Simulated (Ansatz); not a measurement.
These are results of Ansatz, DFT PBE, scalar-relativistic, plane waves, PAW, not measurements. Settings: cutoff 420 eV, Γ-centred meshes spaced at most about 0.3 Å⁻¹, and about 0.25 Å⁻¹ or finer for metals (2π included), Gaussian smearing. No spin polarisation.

Formation energies are uncorrected and refer to the elements' standard structures at the same level (O₂ as a molecule).

Temperature and zero-point effects are left out. Larger cells and other orderings weren't all tried, so the list isn't exhaustive.

A search for Mg2Zn3O gave 4 distinct relaxed structures. Coordination counts Mg or Zn atoms around O (for each partner element, those within 1.25 times its shortest distance or 1.15 times the sum of covalent radii, where it is the nearest in units of that sum or under 1.3). Cells relaxed within their symmetry can be saddle points.

Task: What is the best candidate for Mg2Zn3O?

Result: The one with space group P-3m1 (No. 164), reached from: a cell proposed by chemical analogy. It has a = 3.020 Å, c = 11.138 Å, 14.7 Å³/atom, no gap on the mesh. Mg has 3 O at 2.14 Å, 3 Zn at 2.84 Å and 9 Mg at 3.02–3.04 Å; Zn on a site of symmetry 3m is surrounded by 3 Zn at 2.71 Å, 3 Mg at 2.84 Å and 6 Zn at 3.02 Å; Zn on a site of symmetry -3m is surrounded by 6 Zn at 2.71 Å and 6 Zn at 3.02 Å; O is surrounded by 6 Mg at 2.14 Å. Its energy over the elements is −0.79 eV/atom. It lies below the elements, which doesn't yet make it stable against other compounds or structures. An observed structure of this formula, if there is one, may be missing.

```
Mg Zn O
1.0
     3.02004    0.00000    0.00000
    -1.51002    2.61543    0.00000
     0.00000    0.00000   11.13825
Mg Zn O
2 3 1
Direct
  0.66667 0.33333 0.88808
  0.33333 0.66667 0.11192
  0.33333 0.66667 0.68678
  0.00000 0.00000 0.50000
  0.66667 0.33333 0.31322
  0.00000 0.00000 0.00000
```

Task: How much higher is the P4/nmm structure with 14.5 Å³/atom and coordination O 6 (reached from: a cell proposed by chemical analogy)?

Result: 13 meV/atom. It has no gap on its mesh.

Task: How much higher is the C2/m structure with 14.6 Å³/atom and coordination O 6 (reached from: a relaxed cell, shaken at random and relaxed again)?

Result: 11 meV/atom. It has no gap on its mesh.
